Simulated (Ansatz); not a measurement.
A relaxation computed with Ansatz, from input to last step.

```yaml
crystal:
  lattice:
    - [0.0, 2.260432508, -2.260432508]
    - [4.520865016, 0.0, 0.0]
    - [-2.260432508, -4.520865016, -2.260432508]
  atoms:
    - { symbol: C, position: [0.1666666667, 0.4166666667, 0.3333333333] }
    - { symbol: Si, position: [0.5, 0.75, 0.0] }
    - { symbol: Si, position: [0.8333333333, 0.0833333333, 0.6666666667] }
    - { symbol: C, position: [0.3333333333, 0.3333333333, 0.6666666667] }
    - { symbol: Si, position: [0.6666666667, 0.6666666667, 0.3333333333] }
    - { symbol: C, position: [1.0, 0.0, 1.0] }
basis:
  ecutwfc: 420
kpoints:
  mp_grid: { grid: [10, 10, 10] }
hamiltonian:
  xc: pbe
scf:
  occupations: { method: gaussian, width: 0.02 }
output:
  forces: true
  stress: true
  eigenvalues: true
relax:
  adjacent_minimum: "off"
  f_tol: 0.015
  max_steps: 60
  cell: { stress_tol: 0.15 }
```

```bash
ansatz run input.yaml --threads 1 --pin off --max-ram 2560MiB --backend cpu --events-out ev --progress --plain --runs-dir out
```

The calculation used DFT PBE, scalar-relativistic, plane waves, PAW (Ansatz).

Of 9 frames 9 are shown, positions in Å and forces in eV/Å; the SCF threshold varies from step to step. Steps run on the plane waves of an earlier cell, with a Pulay correction in the pressure. The basis is chosen afresh for the last frame, the zero of the energies, and at times for earlier ones too; energy and pressure step there, also at an unchanged geometry. The mark taken_back stands on steps that the optimiser undid.

```xyz
6
Lattice="0.0000 2.2604 -2.2604 4.5209 0.0000 0.0000 -2.2604 -4.5209 -2.2604" Properties=species:S:1:pos:R:3:forces:R:3 pbc="T T T" step=1 free_energy_over_end_meV_per_atom=612.50 pressure_GPa=7.89
C     1.1302   -1.1302   -1.1302   -2.1333    0.0000    0.0000
Si    3.3906    1.1302   -1.1302    5.3007    5.0157    5.0157
Si   -1.1302   -1.1302   -3.3906    5.3007   -5.0157   -5.0157
C     0.0000   -2.2604   -2.2604    1.0645    0.9192    0.9192
Si    2.2604    0.0000   -2.2604  -10.5971    0.0000    0.0000
C    -2.2604   -2.2604   -4.5209    1.0645   -0.9192   -0.9192
6
Lattice="0.0000 2.2603 -2.2603 4.4831 0.0000 0.0000 -2.2415 -4.5585 -2.2981" Properties=species:S:1:pos:R:3:forces:R:3 pbc="T T T" step=2 free_energy_over_end_meV_per_atom=98.98 pressure_GPa=-6.02
C     0.9672   -1.1428   -1.1428   -1.2939    0.0000    0.0000
Si    3.4649    1.2073   -1.0530    0.8726    0.7663    0.7663
Si   -1.0182   -1.2325   -3.4929    0.8726   -0.7663   -0.7663
C     0.0724   -2.2564   -2.2564    0.7386    1.0299    1.0299
Si    2.0450   -0.0126   -2.2729   -1.9283    0.0000    0.0000
C    -2.1691   -2.3273   -4.5877    0.7386   -1.0299   -1.0299
6
Lattice="0.0000 2.1657 -2.1657 4.6562 0.0000 0.0000 -2.3281 -4.4548 -2.2891" Properties=species:S:1:pos:R:3:forces:R:3 pbc="T T T" step=3 free_energy_over_end_meV_per_atom=36.30 pressure_GPa=-4.56
C     0.9489   -1.1240   -1.1240   -1.1221    0.0000    0.0000
Si    3.6131    1.1800   -0.9857    0.4118    0.1819    0.1819
Si   -1.0430   -1.2623   -3.4280    0.4118   -0.1819   -0.1819
C     0.1131   -2.1839   -2.1839    0.4516    0.6483    0.6483
Si    2.0750   -0.0411   -2.2068   -0.6045    0.0000    0.0000
C    -2.2150   -2.3532   -4.5189    0.4516   -0.6483   -0.6483
6
Lattice="0.0000 2.2023 -2.2023 4.5053 0.0000 0.0000 -2.2526 -4.3096 -2.1073" Properties=species:S:1:pos:R:3:forces:R:3 pbc="T T T" step=4 free_energy_over_end_meV_per_atom=57.65 pressure_GPa=9.86 taken_back
C     0.8168   -1.0695   -1.0695    2.0424    0.0000    0.0000
Si    3.5522    1.1904   -1.0118   -0.6864    0.2643    0.2643
Si   -0.9531   -1.1271   -3.3294   -0.6864   -0.2643   -0.2643
C     0.1550   -2.0202   -2.0202   -1.0869   -1.0425   -1.0425
Si    1.9056    0.0316   -2.1706    1.5041    0.0000    0.0000
C    -2.0976   -2.2261   -4.4283   -1.0869    1.0425    1.0425
6
Lattice="0.0000 2.1819 -2.1819 4.5472 0.0000 0.0000 -2.2736 -4.4418 -2.2599" Properties=species:S:1:pos:R:3:forces:R:3 pbc="T T T" step=5 free_energy_over_end_meV_per_atom=3.30 pressure_GPa=-1.22
C     0.8942   -1.1170   -1.1170   -0.3950    0.0000    0.0000
Si    3.5421    1.2030   -0.9789    0.1157    0.0116    0.0116
Si   -1.0051   -1.2550   -3.4369    0.1157   -0.0116   -0.0116
C     0.1187   -2.1385   -2.1385    0.2475    0.1689    0.1689
Si    2.0154   -0.0260   -2.2079   -0.3315    0.0000    0.0000
C    -2.1549   -2.3554   -4.5373    0.2475   -0.1689   -0.1689
6
Lattice="0.0000 2.1975 -2.1975 4.5291 0.0000 0.0000 -2.2646 -4.4199 -2.2224" Properties=species:S:1:pos:R:3:forces:R:3 pbc="T T T" step=6 free_energy_over_end_meV_per_atom=-0.51 pressure_GPa=-0.01
C     0.8746   -1.1071   -1.1071    0.0553    0.0000    0.0000
Si    3.5378    1.2072   -0.9903   -0.0173    0.0263    0.0263
Si   -0.9913   -1.2238   -3.4213   -0.0173   -0.0263   -0.0263
C     0.1278   -2.1146   -2.1146   -0.0522    0.0362    0.0362
Si    1.9846   -0.0083   -2.2058    0.0839    0.0000    0.0000
C    -2.1367   -2.3219   -4.5194   -0.0522   -0.0362   -0.0362
6
Lattice="0.0000 2.1958 -2.1958 4.5257 0.0000 0.0000 -2.2629 -4.4224 -2.2266" Properties=species:S:1:pos:R:3:forces:R:3 pbc="T T T" step=7 free_energy_over_end_meV_per_atom=-0.65 pressure_GPa=0.05
C     0.8776   -1.1082   -1.1082   -0.0370    0.0000    0.0000
Si    3.5332    1.2094   -0.9863    0.0013   -0.0062   -0.0062
Si   -0.9925   -1.2300   -3.4258    0.0013    0.0062    0.0062
C     0.1249   -2.1137   -2.1137    0.0193   -0.0137   -0.0137
Si    1.9892   -0.0103   -2.2060   -0.0039    0.0000    0.0000
C    -2.1380   -2.3293   -4.5250    0.0193    0.0137    0.0137
6
Lattice="0.0000 2.1958 -2.1958 4.5260 0.0000 0.0000 -2.2630 -4.4229 -2.2270" Properties=species:S:1:pos:R:3:forces:R:3 pbc="T T T" step=8 free_energy_over_end_meV_per_atom=-0.66 pressure_GPa=0.01
C     0.8764   -1.1083   -1.1083   -0.0036    0.0000    0.0000
Si    3.5337    1.2089   -0.9869   -0.0002    0.0012    0.0012
Si   -0.9922   -1.2297   -3.4256   -0.0002   -0.0012   -0.0012
C     0.1256   -2.1147   -2.1147   -0.0001   -0.0006   -0.0006
Si    1.9883   -0.0104   -2.2062    0.0042    0.0000    0.0000
C    -2.1373   -2.3290   -4.5248   -0.0001    0.0006    0.0006
6
Lattice="0.0000 2.1958 -2.1958 4.5260 0.0000 0.0000 -2.2630 -4.4229 -2.2270" Properties=species:S:1:pos:R:3:forces:R:3 pbc="T T T" step=9 free_energy_over_end_meV_per_atom=0.00 pressure_GPa=-0.07
C     0.8764   -1.1083   -1.1083   -0.0037    0.0000    0.0000
Si    3.5337    1.2089   -0.9869   -0.0002    0.0012    0.0012
Si   -0.9922   -1.2297   -3.4256   -0.0002   -0.0012   -0.0012
C     0.1256   -2.1147   -2.1147   -0.0001    0.0000    0.0000
Si    1.9883   -0.0104   -2.2062    0.0043    0.0000    0.0000
C    -2.1373   -2.3290   -4.5248   -0.0001    0.0000    0.0000
```

Time: 6.5 min on 1 thread of Arm Neoverse N1, with other jobs on the host, peak memory 0.53 GiB.